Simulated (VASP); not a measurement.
# KBr (Fm-3m) in VASP: notebook, part 2 of 2

VASP 6.6.1.

### 3 Relaxation of cell and atoms, PBE

This run uses another cell than the first one, of 36.17 Å³/atom, 0.961 times its volume.

INCAR

```
SYSTEM = KBr
PREC     = Accurate       ! precision mode
ENCUT    = 600            ! plane-wave cutoff, eV
EDIFF    = 1E-6           ! SCF threshold, eV
ISMEAR   = -1             ! smearing method
SIGMA    = 0.0127         ! smearing width, eV
LREAL    = .FALSE.        ! projectors in reciprocal space
LASPH    = .TRUE.         ! aspherical terms in the spheres
NELM     = 100            ! most SCF steps
ALGO     = Fast           ! electronic algorithm
ISIF     = 3              ! what is computed and relaxed
LWAVE    = .FALSE.        ! write WAVECAR
LCHARG   = .FALSE.        ! write CHGCAR
GGA      = PE             ! functional
IBRION   = 2              ! ionic algorithm
NSW      = 60             ! ionic steps
EDIFFG   = -0.01          ! ionic threshold
```

KPOINTS

```
Automatic mesh
0
G
  5 5 5
  0 0 0
```

POSCAR

```
KBr
1.0
    0.0000000000      3.3069800000      3.3069800000
    3.3069800000      0.0000000000      3.3069800000
    3.3069800000      3.3069800000      0.0000000000
K Br
1 1
Direct
    0.0000000000      0.0000000000      0.0000000000
    0.5000000000      0.5000000000      0.5000000000
```

Potentials or basis: VASP PAW PBE potentials, release 64 (K_sv, Br).

The run is started by

```sh
$ cat potpaw_PBE.64/K_sv/POTCAR potpaw_PBE.64/Br/POTCAR > POTCAR
$ mpirun -np 1 vasp_std > vasp.out
```

OUTCAR:

```text
SYSTEM = KBr
   PREC = Accurate
   ENCUT = 600
   EDIFF = 1E-6
   ISMEAR = -1
   LREAL = .FALSE.
   LASPH = .TRUE.
   NELM = 100
   ISIF = 3
   GGA = PE
   IBRION = 2
   NSW = 60
   EDIFFG = -0.01

 ion  position               nearest neighbor table
   1  0.000  0.000  0.000-
   2  0.500  0.500  0.500-

  LATTYP: Found a face centered cubic cell.
 ALAT       =     6.6139600000

  Lattice vectors:

 A1 = (   0.0000000000,   3.3069800000,   3.3069800000)
 A2 = (   3.3069800000,   0.0000000000,   3.3069800000)
 A3 = (   3.3069800000,   3.3069800000,   0.0000000000)

[... 169 lines left out ...]
  -------------------------------------------------------------------------------------
  Total        0.2988342      0.2988342      0.2988342      0.0000000      0.0000000     -0.0000000
  in kB        6.6193625      6.6193625      6.6193625      0.0000000      0.0000000     -0.0000000
  external PRESSURE =       6.6193625 kB  Pullay stress =       0.0000000 kB
[... 95 lines left out ...]
--------------------------------------- Ionic step        4  -------------------------------------------

 number of electron      15.9999999 magnetization

 Free energy of the ion-electron system (eV)
  ---------------------------------------------------
  ext. energy  EPLUGINS =         0.00000000
  ---------------------------------------------------
  free energy    TOTEN  =        -6.22357127 eV

  energy without entropy =       -6.22357127  energy(sigma->0) =       -6.22357127

 E-fermi :  -1.6289     XC(G=0):  -7.1710

 val. band max:       -1.9329535933   @ k =   0.0000   0.0000   0.0000
 cond. band min:       2.3693826997   @ k =   0.0000   0.0000   0.0000
 fundamental gap:      4.3023362929
 Fermi energy:        -1.6288643445

 k-point     1 :       0.0000    0.0000    0.0000
  band No.  band energies     occupation
      1     -29.8257      2.00000
      2     -14.1667      2.00000
      3     -13.2994      2.00000
      4     -13.2994      2.00000
      5     -13.2994      2.00000
      6      -1.9330      2.00000
      7      -1.9330      2.00000
      8      -1.9330      2.00000
      9       2.3694      0.00000
     10       5.6552      0.00000
     11       5.6552      0.00000
     12       5.6552      0.00000
[... 162 lines left out ...]
  FREE ENERGIE OF THE ION-ELECTRON SYSTEM (eV)
  ---------------------------------------------------
  free  energy   TOTEN  =        -6.2235712720 eV

  energy  without entropy=       -6.2235712720  energy(sigma->0) =       -6.22357127

 reached required accuracy - stopping structural energy minimisation
```

OSZICAR:

```text
N       E                     dE             d eps       ncg     rms          rms(c)
DAV:   1     0.108883356091E+03    0.10888E+03   -0.74955E+03   240   0.130E+03
DAV:   2     0.849735378579E+00   -0.10803E+03   -0.10074E+03   312   0.277E+02
DAV:   3    -0.611892492977E+01   -0.69687E+01   -0.69296E+01   304   0.650E+01
[... 47 lines left out ...]
RMM:   5    -0.622356332141E+01   -0.11980E-04   -0.89912E-05   286   0.675E-02    0.137E-02
RMM:   6    -0.622356736821E+01   -0.40468E-05   -0.23463E-05   261   0.343E-02    0.634E-03
RMM:   7    -0.622356976465E+01   -0.23964E-05   -0.96769E-06   251   0.195E-02    0.390E-03
RMM:   8    -0.622357093359E+01   -0.11689E-05   -0.52371E-06   225   0.133E-02    0.155E-03
RMM:   9    -0.622357127198E+01   -0.33838E-06   -0.18594E-06   175   0.731E-03
   4 F= -.62235713E+01 E0= -.62235713E+01  d E =-.639406E-02
```

CONTCAR:

```text
KBr
   1.00000000000000
     0.0000000000000000    3.3560355048202739    3.3560355048202739
     3.3560355048202739   -0.0000000000000000    3.3560355048202739
     3.3560355048202739    3.3560355048202739   -0.0000000000000000
  K               Br
     1     1
Direct
     0.0000000000000000    0.0000000000000000    0.0000000000000000
     0.5000000000000000    0.5000000000000000    0.5000000000000000

  0.00000000E+00  0.00000000E+00  0.00000000E+00
  0.00000000E+00  0.00000000E+00  0.00000000E+00
```

It took 32 s on 1 thread of Intel Xeon 6975P-C (Granite Rapids), shared host; peak memory 0.24 GiB.

Results:

```yaml
Free_energy: -6.2236 eV
Relaxed_volume: 37.80 Å³/atom
Relaxed_cell: a = 4.746 Å, b = 4.746 Å, c = 4.746 Å, α = 60.00°, β = 60.00°, γ = 60.00°
Space_group_after_relaxing_to_0.05_Å: Fm-3m (No. 225)
Energy_gained_by_relaxing: 3.2 meV/atom
Ionic_steps: 4
Pressure_after_relaxing: 0.0 GPa
Band_gap_on_the_k_mesh: 4.30 eV, direct
```

The path:
```
step  energy change (eV)  largest force (eV/Å)  pressure (GPa)  volume (Å³)
   1              0.0000                0.0000            0.66        72.33
   2             -0.0048                0.0000            0.32        73.91
   3             -0.0063                0.0000           -0.09        76.08
   4             -0.0064                0.0000           -0.01        75.60
```

Final structure:
```xyz
2
Lattice="0.0000 3.3560 3.3560 3.3560 0.0000 3.3560 3.3560 3.3560 0.0000" Properties=species:S:1:pos:R:3 pbc="T T T"
K     0.0000    0.0000    0.0000
Br    3.3560    3.3560    3.3560
```

Levels at points of the mesh, in eV from the valence-band top:
```tsv
k point	band 4	band 5	band 6	band 7	band 8	band 9	band 10	band 11	band 12
(0.00, 0.00, 0.00)	-11.37	-11.37	0.00	0.00	0.00	4.30	7.59	7.59	7.59
```

### 4 Single point, PBE

INCAR

```
SYSTEM = KBr
PREC     = Accurate       ! precision mode
ENCUT    = 520            ! plane-wave cutoff, eV
EDIFF    = 1E-6           ! SCF threshold, eV
ISMEAR   = -1             ! smearing method
SIGMA    = 0.0127         ! smearing width, eV
LREAL    = .False.        ! projectors in reciprocal space
LASPH    = .True.         ! aspherical terms in the spheres
NELM     = 100            ! most SCF steps
ALGO     = Normal         ! electronic algorithm
ISIF     = 2              ! what is computed and relaxed
LWAVE    = .False.        ! write WAVECAR
LCHARG   = .False.        ! write CHGCAR
GGA      = PE             ! functional
NBANDS   = 15             ! bands
```

KPOINTS

```
Automatic mesh
0
Gamma
  5 5 5
  0 0 0
```

POSCAR

```
KBr
1.0
    0.0000000000      3.3510686504      3.3510686504
    3.3510686504      0.0000000000      3.3510686504
    3.3510686504      3.3510686504      0.0000000000
K Br
1 1
Direct
    0.0000000000      0.0000000000      0.0000000000
    0.5000000000      0.5000000000      0.5000000000
```

The run is started by

```sh
$ cat potpaw_PBE.64/K_sv/POTCAR potpaw_PBE.64/Br/POTCAR > POTCAR
$ mpirun -np 1 vasp_std > vasp.out
```

Run time: 8.8 s. Hardware: 1 thread of Intel Xeon 6975P-C (Granite Rapids), shared host; peak memory 0.2 GiB.

The run converged. Its results:

```
Free energy            : -6.2235 eV
Pressure               : 0.1 GPa
Band gap on the k mesh : 4.31 eV, direct
```

Levels at points of the mesh, in eV from the valence-band top:
| k point | band 4 | band 5 | band 6 | band 7 | band 8 | band 9 | band 10 | band 11 | band 12 | band 13 |
| --- | --- | --- | --- | --- | --- | --- | --- | --- | --- | --- |
| (0.00, 0.00, 0.00) | -11.36 | -11.36 | 0.00 | 0.00 | 0.00 | 4.31 | 7.59 | 7.59 | 7.59 | 8.39 |

A hybrid or GW would open this gap; PBE tends to underestimate it.
